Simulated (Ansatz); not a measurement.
# Residual resistivity of an alloy: Rh(111) with 4 layers of random Rh-Os, 2x2

How strongly does chemical disorder scatter in Rh(111) with 4 layers of random Rh-Os, 2x2?

Calculated with Ansatz 0.2.0; Ansatz plane-wave DFT, PBE, PAW files; ballistic transport by layer matching (Landauer), zero bias; PAW set soft_1.

**1. Starting point**

The cell holds 40 atoms: 36 Rh and 4 Os. Its edges and angles: a = 5.378 Å, b = 5.378 Å, c = 22.012 Å, α = 93.5°, β = 86.5°, γ = 120.0°. It derives from Rh. Regions: lead, 24 atoms (24 Rh); scattering region, 16 atoms (4 Os and 12 Rh). The structure is stacked along c, and the current runs across the ab planes.

**2. With 4 alloy layers**

In 4 layers a share of 0.25 of the sites is given to Os at random. The layers about the cell's end stay perfect and serve as the lead. Disorder leaves little or no symmetry, which makes such runs dear. Energies from -0.05 to 0.05 eV in steps of 0.05 eV are too few for the program's thermal sum, so it prints no conductance; for a metal the transmission near the Fermi level serves, at a fraction of the cost.

The input, input.yaml:

```yaml
crystal:
  lattice:
    - [5.3783955991, 0.0, 0.0]
    - [-2.6891977995, 4.6578272204, 0.0]
    - [1.3445988998, -0.7763045367, 21.9572080876]
  atoms:
    - { symbol: Rh, position: [0.9916666667, 0.0083333333, 0.05] }
    - { symbol: Rh, position: [0.9916666667, 0.5083333333, 0.05] }
    - { symbol: Rh, position: [0.4916666667, 0.0083333333, 0.05] }
    - { symbol: Rh, position: [0.4916666667, 0.5083333333, 0.05] }
    - { symbol: Rh, position: [0.1416666667, 0.3583333333, 0.15] }
    - { symbol: Rh, position: [0.1416666667, 0.8583333333, 0.15] }
    - { symbol: Rh, position: [0.6416666667, 0.3583333333, 0.15] }
    - { symbol: Rh, position: [0.6416666667, 0.8583333333, 0.15] }
    - { symbol: Rh, position: [0.2916666667, 0.2083333333, 0.25] }
    - { symbol: Rh, position: [0.2916666667, 0.7083333333, 0.25] }
    - { symbol: Rh, position: [0.7916666667, 0.2083333333, 0.25] }
    - { symbol: Rh, position: [0.7916666667, 0.7083333333, 0.25] }
    - { symbol: Os, position: [0.9416666667, 0.0583333333, 0.35] }
    - { symbol: Rh, position: [0.9416666667, 0.5583333333, 0.35] }
    - { symbol: Rh, position: [0.4416666667, 0.0583333333, 0.35] }
    - { symbol: Rh, position: [0.4416666667, 0.5583333333, 0.35] }
    - { symbol: Rh, position: [0.0916666667, 0.4083333333, 0.45] }
    - { symbol: Rh, position: [0.0916666667, 0.9083333333, 0.45] }
    - { symbol: Os, position: [0.5916666667, 0.4083333333, 0.45] }
    - { symbol: Rh, position: [0.5916666667, 0.9083333333, 0.45] }
    - { symbol: Rh, position: [0.2416666667, 0.2583333333, 0.55] }
    - { symbol: Rh, position: [0.2416666667, 0.7583333333, 0.55] }
    - { symbol: Rh, position: [0.7416666667, 0.2583333333, 0.55] }
    - { symbol: Rh, position: [0.7416666667, 0.7583333333, 0.55] }
    - { symbol: Os, position: [0.8916666667, 0.1083333333, 0.65] }
    - { symbol: Rh, position: [0.8916666667, 0.6083333333, 0.65] }
    - { symbol: Rh, position: [0.3916666667, 0.1083333333, 0.65] }
    - { symbol: Os, position: [0.3916666667, 0.6083333333, 0.65] }
    - { symbol: Rh, position: [0.0416666667, 0.4583333333, 0.75] }
    - { symbol: Rh, position: [0.0416666667, 0.9583333333, 0.75] }
    - { symbol: Rh, position: [0.5416666667, 0.4583333333, 0.75] }
    - { symbol: Rh, position: [0.5416666667, 0.9583333333, 0.75] }
    - { symbol: Rh, position: [0.1916666667, 0.3083333333, 0.85] }
    - { symbol: Rh, position: [0.1916666667, 0.8083333333, 0.85] }
    - { symbol: Rh, position: [0.6916666667, 0.3083333333, 0.85] }
    - { symbol: Rh, position: [0.6916666667, 0.8083333333, 0.85] }
    - { symbol: Rh, position: [0.8416666667, 0.1583333333, 0.95] }
    - { symbol: Rh, position: [0.8416666667, 0.6583333333, 0.95] }
    - { symbol: Rh, position: [0.3416666667, 0.1583333333, 0.95] }
    - { symbol: Rh, position: [0.3416666667, 0.6583333333, 0.95] }
kpoints:
  mp_grid: { grid: [5, 5, 1] }
hamiltonian:
  xc: pbe
  pseudopotentials: { kind: paw, azcp: { folder: soft_1 } }
scf:
  occupations: { method: fermi_dirac, width: 0.1 }
output:
  transmission:
    leads: [[0, 4]]
    kmesh: [10, 10]
    e_range: [-0.05, 0.05]
    de: 0.05
  write_potential: true
  write_density: true
  volumetric_format: npy
```

Started as:

```sh
ansatz run input.yaml --threads 4 --pin off --max-ram 15360MiB --backend cpu --events-out ev --progress --plain --runs-dir out
```

Numbers of over 12 decimals in the logs are rounded to 6 here.

What it wrote:

```text
Engine: ansatz 0.2.0, x86_64-unknown-linux-gnu
Pseudopotentials: kind: paw
Pseudopotential: Rh, paw, valence charge 17, recommended cutoff 420 eV (normal), soft_1/Rh.paw.azcp
Pseudopotential: Os, paw, valence charge 16, recommended cutoff 420 eV (normal), soft_1/Os.paw.azcp
Functional definition: PBE
  parameter kappa = 0.804
  parameter beta = 0.066725
  exchange = pbe_x(kappa = kappa, mu = beta*pi^2/3)
  correlation = pbe_c(beta = beta)
Crystal: 40 atoms, lattice volume = 550.064 Å³
Basis set: ecut = 420 eV, 10671 PW (Γ)
Bands: 406, of which v1, the nominal top of the filled ones, is band 338 counted from 1 (337 counted from 0)
Symmetry: 2 space group operations
Space group: Cm (ITA 8), of the structure as read, at distance tolerance 8.2e-5 Å
k-points: 9 of 25 (time reversal used)
Non-local potential: Rh, projectors of the file, l = 0: 3, l = 1: 2, l = 2: 2, l = 3: 1
Non-local potential: Os, projectors of the file, l = 0: 3, l = 1: 2, l = 2: 2, l = 3: 1
PAW form: soft (Blöchl's): semilocal exchange-correlation on the pseudo side does not see the compensation charge
PAW one-centre angular grid: Rh, 590 points (default); XC on 64 Gauss nodes
PAW one-centre angular grid: Os, 590 points (default); XC on 64 Gauss nodes
Initial density: superposition of atomic densities (chi_scale 0.1, normalization cell, long waves kept (reshape's long-wave potential 0.91 eV rms))
Initial wavefunctions: pseudopotential atomic-orbital guess
Functional: x = pbe(κ = 0.804, μ = 0.219515), c = pbe(β = 0.066725)
SCF iter   1: F=—  HF=-276097.750849 eV  |F-HF|=—  |Δ(HF+E_count)|=         —  Δρ=1.97e-1  dr2=5.18e3  ethr=3.10e-3  ⟨swp⟩=4.8  Hψ=10757  notcnv=0  defer=46
preconditioner: auto → Kerker (q_TF=auto, 2.824 Å⁻¹)  [metal: Δε(μ)=0.005 eV  Ē_g=6.484 eV  σ=0.100 eV  W_gap=0.01  n_scr=228 (ndim 8)  ℏωp=29.9 eV  f_vac=0.000  D(μ)=48.11/eV (n_scr^D=580)]
SCF iter   2: F=—  HF=-276062.354383 eV  |F-HF|=—  |Δ(HF+E_count)|=    3.54e1  Δρ=9.26e-2  dr2=1.57e3  ethr=3.10e-3  ⟨swp⟩=2.0  Hψ=6470  notcnv=0  defer=168
SCF iter   3: F=—  HF=-276050.733489 eV  |F-HF|=—  |Δ(HF+E_count)|=    1.16e1  Δρ=2.27e-2  dr2=7.08e1  ethr=3.10e-3  ⟨swp⟩=2.0  Hψ=6025  notcnv=0  defer=182
SCF iter   4: F=—  HF=-276049.612033 eV  |F-HF|=—  |Δ(HF+E_count)|=    1.12e0  Δρ=7.41e-3  dr2=8.46e0  ethr=3.10e-3  ⟨swp⟩=2.0  Hψ=4375  notcnv=0  defer=192
SCF iter   5: F=—  HF=-276049.530518 eV  |F-HF|=—  |Δ(HF+E_count)|=   8.15e-2  Δρ=2.55e-3  dr2=4.82e-1  ethr=1.25e-3  ⟨swp⟩=1.1  Hψ=3461  notcnv=0  defer=194
SCF iter   6: F=—  HF=-276049.518041 eV  |F-HF|=—  |Δ(HF+E_count)|=   1.25e-2  Δρ=5.63e-4  dr2=7.37e-3  ethr=7.12e-5  ⟨swp⟩=1.0  Hψ=3460  notcnv=0  defer=194
SCF iter   7: F=—  HF=-276049.517862 eV  |F-HF|=—  |Δ(HF+E_count)|=   1.79e-4  Δρ=1.52e-4  dr2=2.45e-4  ethr=1.09e-6  ⟨swp⟩=1.7  Hψ=3666  notcnv=0  defer=194
SCF iter   8: F=—  HF=-276049.517852 eV  |F-HF|=—  |Δ(HF+E_count)|=   1.04e-5  Δρ=4.28e-5  dr2=5.26e-5  ethr=3.62e-8  ⟨swp⟩=2.1  Hψ=4824  notcnv=0  defer=194
SCF iter   9: F=—  HF=-276049.518751 eV  |F-HF|=—  |Δ(HF+E_count)|=   9.00e-4  Δρ=1.24e-5  dr2=9.95e-6  ethr=7.78e-9  ⟨swp⟩=1.0  Hψ=3631  notcnv=0  defer=194
SCF iter  10: F=—  HF=-276049.518751 eV  |F-HF|=—  |Δ(HF+E_count)|=   5.42e-8  Δρ=3.68e-6  dr2=7.45e-7  ethr=1.47e-9  ⟨swp⟩=1.0  Hψ=3460  notcnv=0  defer=194
SCF iter  11: F=-276049.518751 eV  HF=-276049.518751 eV  |F-HF|=2.44e-8  |Δ(HF+E_count)|=   1.27e-8  Δρ=1.14e-6  dr2=2.60e-8  ethr=1.48e-11  ⟨swp⟩=8.0  Hψ=9717  notcnv=0
SCF 1 converged in 11 iterations: F = -276049.518751 eV  dr2 = 2.60e-8
  greatest PAW one-centre occupation: 1.000 electrons in one spin orbital (limit 2), on the Rh atom at site 26 (counted from 0), in its partial waves of l = 0
transmission: 121 of 1209 steps passed
transmission: 244 of 1209 steps passed
[...]
transmission: 1209 of 1209 steps passed
SCF converged after 11 iterations
Free energy (F): -276049.518751 eV
Harris-Foulkes:  -276049.518751 eV  (|F-HF|=2.44e-8)
Internal energy: -276047.913912 eV  (E = F + TS)
E sigma→0 (E₀):  -276048.716331 eV
Entropy (-TS):   -1.604839 eV (-40.121 meV/atom)
Fermi energy:    22.841665 eV
--- Per-component energies (eV) ---
  E_band       = -3272.784708
  E_kinetic    = 21325.281512
  E_local      = -56654.183326  (includes V_loc(G=0)·N_el)
  E_nonlocal   = 11513.715007
  E_hartree    = 21029.040622
  E_xc         = -8209.061611
  E_vxc        = -10113.721686  (∫ρ·V_xc dr)
  E_paw        = -165907.742077  (= ΣΔE_a)
  E_vpaw       = -11401.952691  (= ΣTr[D̂ρ^β])
  E_aug_tail   = 0.004664  (compensation charges beyond the density's cutoff)
  E_ewald      = -99144.968703
  E_smearing   = -1.604839  (= −TS)
  E_closure    = -0.000000  (closes the sum)
  Σ components = -276049.518751   (vs F -276049.518751, Δ=0.00e0)
--- Band table (eV; the first three rows and the last of 9) ---
  k-point 0: bands = [... 334 lower, 23.4155, 23.4240, 23.4264, 23.4266, 23.4362, 23.4397, 23.4408, 23.4493, ... 64 higher]
  k-point 1: bands = [... 334 lower, 23.0468, 23.0617, 23.0807, 23.1036, 23.1258, 23.1576, 23.1889, 23.2072, ... 64 higher]
  k-point 2: bands = [... 334 lower, 22.3007, 22.3676, 22.4062, 22.4563, 22.4683, 22.5008, 22.5683, 22.6087, ... 64 higher]
  k-point 8: bands = [... 334 lower, 22.3204, 22.3277, 22.3630, 22.3661, 22.4788, 22.4891, 22.5139, 22.5714, ... 64 higher]
--- Transmission ---
  basis      : 211 plane waves across, 39 finite elements along
  points     : 31, standing for a mesh of 10 x 10
  energies   : 3 from -0.050000 to 0.050000 eV about the Fermi level, 0.050000 eV apart; the leads are filled to 0.000000 eV, and channels, transmission and decay are at 0.000000 eV
  crystal 0  : Rh4, at the sites [0, 4], period 2.1957 Å, over 13.17 Å; its Hamiltonian steps by up to 26.5 meV: too much for a lead, lay more layers or, if its atoms are ordered, name the step of that order
    offset         : up to 0.0000 Å between an atom of the period and one for which it stands
    channels       : 7.200000e0 a spin
    conductance    : none, the energies end too early or step too widely for 300 K: set another output.transmission.e_range or a lower de, or, where they end at an eighth of basis.ecutwfc, a higher one
  junction   : crystal 0 to crystal 0, 0.70 to 20.46 Å
    transmission   : 4.520360e0 a spin
    conductance    : none, the energies end too early or step too widely for 300 K: set another output.transmission.e_range or a lower de, or, where they end at an eighth of basis.ecutwfc, a higher one
```

Run time: 2.7 min. Hardware: 4 threads of AMD EPYC 9R14 (Zen 4), shared host; peak memory 4.7 GiB.

Reading the cycles: dr2 is the Hartree energy of the density residual (eV), the measure of convergence; HF is the Harris–Foulkes estimate of the energy, which meets the free energy F at convergence.

This step gave:

- free energy: -276049.5188 eV
- energy at zero smearing: -276048.7163 eV
- Fermi energy: 22.84 eV
- cell area: 25.05 Å²
- transmission per spin nearest the Fermi level: 4.520
- open channels per spin nearest the Fermi level: 7.2
- step of the lead's potential: 26.5 meV

Per spin. Table of transmission, zone mean by energy, zero at the Fermi level:

```
energy (eV)  transmission, zone mean
    -0.0500                     4.45
     0.0000                     4.52
     0.0500                     4.48
```

Per spin. Table of open channels, zone mean, lead by energy, zero at the Fermi level:

```
energy (eV)  open channels, zone mean, lead
    -0.0500                            6.72
     0.0000                             7.2
     0.0500                            7.08
```

Transmission over k1 and k2. At 0.0000 eV from the Fermi level.

Ten even steps from '0' (3.22) to '9' (9.52):
```
2212011032
2110000233
2201320220
1003552001
1102595201
1100255300
2022023102
2332000011
2230110212
1222111222
```
Columns: k1 (b1) from -0.5 to 0.4; rows upwards: k2 (b2) from -0.5 to 0.4.

Open channels over k1 and k2. At 0.0000 eV from the Fermi level.

Ten even steps from '0' (6.0) to '9' (12.0):
```
0006000060
1013310166
1630103610
0031551300
0010595010
0003155130
1016301036
1661013310
0060000600
0011000110
```
Columns: k1 (b1) from -0.5 to 0.4; rows upwards: k2 (b2) from -0.5 to 0.4.

Over the solved energies the transmission per spin lies between 4.45 and 4.52, out of 7 channels of the lead on average (up to 7.2). The log calls the step of a lead's potential too much.

**3. With 8 alloy layers**

In 8 layers a share of 0.25 of the sites is given to Os at random. A fresh draw is used; the growth of the resistance with length is what counts.

System of this step: Rh(111) with 8 layers of random Rh-Os, 2x2. The cell holds 56 atoms: 48 Rh and 8 Os. Cell: a = 5.378 Å, b = 5.378 Å, c = 30.779 Å, α = 87.5°, β = 92.5°, γ = 120.0°. It derives from Rh. Regions: lead, 24 atoms (24 Rh); scattering region, 32 atoms (24 Rh and 8 Os). The structure is stacked along c, and the current runs across the ab planes.

The input, input.yaml:

```yaml
crystal:
  lattice:
    - [5.3783955991, 0.0, 0.0]
    - [-2.6891977995, 4.6578272204, 0.0]
    - [-1.3445988998, 0.7763045367, 30.7400913226]
  atoms:
    - { symbol: Rh, position: [0.005952381, 0.994047619, 0.0357142857] }
    - { symbol: Rh, position: [0.005952381, 0.494047619, 0.0357142857] }
    - { symbol: Rh, position: [0.505952381, 0.994047619, 0.0357142857] }
    - { symbol: Rh, position: [0.505952381, 0.494047619, 0.0357142857] }
    - { symbol: Rh, position: [0.1845238095, 0.3154761905, 0.1071428571] }
    - { symbol: Rh, position: [0.1845238095, 0.8154761905, 0.1071428571] }
    - { symbol: Rh, position: [0.6845238095, 0.3154761905, 0.1071428571] }
    - { symbol: Rh, position: [0.6845238095, 0.8154761905, 0.1071428571] }
    - { symbol: Rh, position: [0.3630952381, 0.1369047619, 0.1785714286] }
    - { symbol: Rh, position: [0.3630952381, 0.6369047619, 0.1785714286] }
    - { symbol: Rh, position: [0.8630952381, 0.1369047619, 0.1785714286] }
    - { symbol: Rh, position: [0.8630952381, 0.6369047619, 0.1785714286] }
    - { symbol: Rh, position: [0.0416666667, 0.9583333333, 0.25] }
    - { symbol: Rh, position: [0.0416666667, 0.4583333333, 0.25] }
    - { symbol: Rh, position: [0.5416666667, 0.9583333333, 0.25] }
    - { symbol: Rh, position: [0.5416666667, 0.4583333333, 0.25] }
    - { symbol: Rh, position: [0.2202380952, 0.2797619048, 0.3214285714] }
    - { symbol: Rh, position: [0.2202380952, 0.7797619048, 0.3214285714] }
    - { symbol: Rh, position: [0.7202380952, 0.2797619048, 0.3214285714] }
    - { symbol: Rh, position: [0.7202380952, 0.7797619048, 0.3214285714] }
    - { symbol: Rh, position: [0.3988095238, 0.1011904762, 0.3928571429] }
    - { symbol: Os, position: [0.3988095238, 0.6011904762, 0.3928571429] }
    - { symbol: Rh, position: [0.8988095238, 0.1011904762, 0.3928571429] }
    - { symbol: Rh, position: [0.8988095238, 0.6011904762, 0.3928571429] }
    - { symbol: Os, position: [0.0773809524, 0.9226190476, 0.4642857143] }
    - { symbol: Rh, position: [0.0773809524, 0.4226190476, 0.4642857143] }
    - { symbol: Rh, position: [0.5773809524, 0.9226190476, 0.4642857143] }
    - { symbol: Os, position: [0.5773809524, 0.4226190476, 0.4642857143] }
    - { symbol: Os, position: [0.255952381, 0.244047619, 0.5357142857] }
    - { symbol: Rh, position: [0.255952381, 0.744047619, 0.5357142857] }
    - { symbol: Rh, position: [0.755952381, 0.244047619, 0.5357142857] }
    - { symbol: Rh, position: [0.755952381, 0.744047619, 0.5357142857] }
    - { symbol: Rh, position: [0.4345238095, 0.0654761905, 0.6071428571] }
    - { symbol: Rh, position: [0.4345238095, 0.5654761905, 0.6071428571] }
    - { symbol: Rh, position: [0.9345238095, 0.0654761905, 0.6071428571] }
    - { symbol: Rh, position: [0.9345238095, 0.5654761905, 0.6071428571] }
    - { symbol: Rh, position: [0.1130952381, 0.8869047619, 0.6785714286] }
    - { symbol: Os, position: [0.1130952381, 0.3869047619, 0.6785714286] }
    - { symbol: Rh, position: [0.6130952381, 0.8869047619, 0.6785714286] }
    - { symbol: Rh, position: [0.6130952381, 0.3869047619, 0.6785714286] }
    - { symbol: Os, position: [0.2916666667, 0.2083333333, 0.75] }
    - { symbol: Rh, position: [0.2916666667, 0.7083333333, 0.75] }
    - { symbol: Os, position: [0.7916666667, 0.2083333333, 0.75] }
    - { symbol: Os, position: [0.7916666667, 0.7083333333, 0.75] }
    - { symbol: Rh, position: [0.4702380952, 0.0297619048, 0.8214285714] }
    - { symbol: Rh, position: [0.4702380952, 0.5297619048, 0.8214285714] }
    - { symbol: Rh, position: [0.9702380952, 0.0297619048, 0.8214285714] }
    - { symbol: Rh, position: [0.9702380952, 0.5297619048, 0.8214285714] }
    - { symbol: Rh, position: [0.1488095238, 0.8511904762, 0.8928571429] }
    - { symbol: Rh, position: [0.1488095238, 0.3511904762, 0.8928571429] }
    - { symbol: Rh, position: [0.6488095238, 0.8511904762, 0.8928571429] }
    - { symbol: Rh, position: [0.6488095238, 0.3511904762, 0.8928571429] }
    - { symbol: Rh, position: [0.3273809524, 0.1726190476, 0.9642857143] }
    - { symbol: Rh, position: [0.3273809524, 0.6726190476, 0.9642857143] }
    - { symbol: Rh, position: [0.8273809524, 0.1726190476, 0.9642857143] }
    - { symbol: Rh, position: [0.8273809524, 0.6726190476, 0.9642857143] }
kpoints:
  mp_grid: { grid: [5, 5, 1] }
hamiltonian:
  xc: pbe
  pseudopotentials: { kind: paw, azcp: { folder: soft_1 } }
scf:
  occupations: { method: fermi_dirac, width: 0.1 }
output:
  transmission:
    leads: [[0, 4]]
    kmesh: [10, 10]
    e_range: [-0.05, 0.05]
    de: 0.05
  write_potential: true
  write_density: true
  volumetric_format: npy
```

What it wrote:

```text
[...]
Crystal: 56 atoms, lattice volume = 770.090 Å³
Basis set: ecut = 420 eV, 14937 PW (Γ)
Bands: 567, of which v1, the nominal top of the filled ones, is band 472 counted from 1 (471 counted from 0)
Symmetry: 1 space group operations
[...]
k-points: 13 of 25 (time reversal used)
[...]
SCF iter   1: F=—  HF=-398464.657549 eV  |F-HF|=—  |Δ(HF+E_count)|=         —  Δρ=1.37e-1  dr2=4.58e2  ethr=3.10e-3  ⟨swp⟩=5.0  Hψ=21461  notcnv=0  defer=80
[...]
SCF iter  11: F=-398428.248347 eV  HF=-398428.248347 eV  |F-HF|=1.94e-8  |Δ(HF+E_count)|=   4.77e-9  Δρ=3.96e-7  dr2=1.96e-8  ethr=1.06e-11  ⟨swp⟩=8.0  Hψ=17920  notcnv=0
SCF 1 converged in 11 iterations: F = -398428.248347 eV  dr2 = 1.96e-8
[...]
transmission: 292 of 2912 steps passed
transmission: 584 of 2912 steps passed
[...]
transmission: 2912 of 2912 steps passed
SCF converged after 11 iterations
Free energy (F): -398428.248347 eV
[...]
Internal energy: -398426.085443 eV  (E = F + TS)
E sigma→0 (E₀):  -398427.166895 eV
Entropy (-TS):   -2.162904 eV (-38.623 meV/atom)
Fermi energy:    23.016056 eV
[...]
--- Band table (eV; the first three rows and the last of 13) ---
  k-point 0: bands = [... 468 lower, 23.5933, 23.5962, 23.6001, 23.6033, 23.6210, 23.6258, 23.6265, 23.6428, ... 91 higher]
  k-point 1: bands = [... 468 lower, 23.2470, 23.2705, 23.2747, 23.3016, 23.3320, 23.3492, 23.3545, 23.3599, ... 91 higher]
  k-point 2: bands = [... 468 lower, 22.5098, 22.5273, 22.5618, 22.5952, 22.6248, 22.6517, 22.7072, 22.7564, ... 91 higher]
  k-point 12: bands = [... 468 lower, 22.9305, 22.9706, 23.0222, 23.0409, 23.0531, 23.0598, 23.0720, 23.0927, ... 91 higher]
--- Transmission ---
  basis      : 211 plane waves across, 56 finite elements along
  points     : 52, standing for a mesh of 10 x 10
[...]
channels       : 7.200000e0 a spin
[...]
junction   : crystal 0 to crystal 0, 2.89 to 31.44 Å
    transmission   : 3.574905e0 a spin
[...]
```

The job ended after 6.7 min (4 threads; peak memory 8.6 GiB; 26 min of CPU time).

Numbers from this step:

| Item | Value |
| --- | --- |
| free energy | -398428.2483 eV |
| energy at zero smearing | -398427.1669 eV |
| Fermi energy | 23.02 eV |
| transmission per spin nearest the Fermi level | 3.575 |
| step of the lead's potential | 6 meV |

Per spin. Table of transmission, zone mean by energy, zero at the Fermi level:

```csv
energy (eV),"transmission, zone mean"
-0.0500,3.59
0.0000,3.57
0.0500,3.54
```

Over the solved energies the transmission per spin lies between 3.54 and 3.59, out of 7 channels of the lead on average (up to 7.2).

[end of part 1 of 2]

[Logs are printed without paths, hosts, clocks, repeated set-up lines and the standing remarks that a program may print on its own settings, such as how far it seeks lower states.]

[Hosts, paths, dates, database ids (printed as entryN), source tags and the programs' standing remarks are cut or masked in the printed files.]
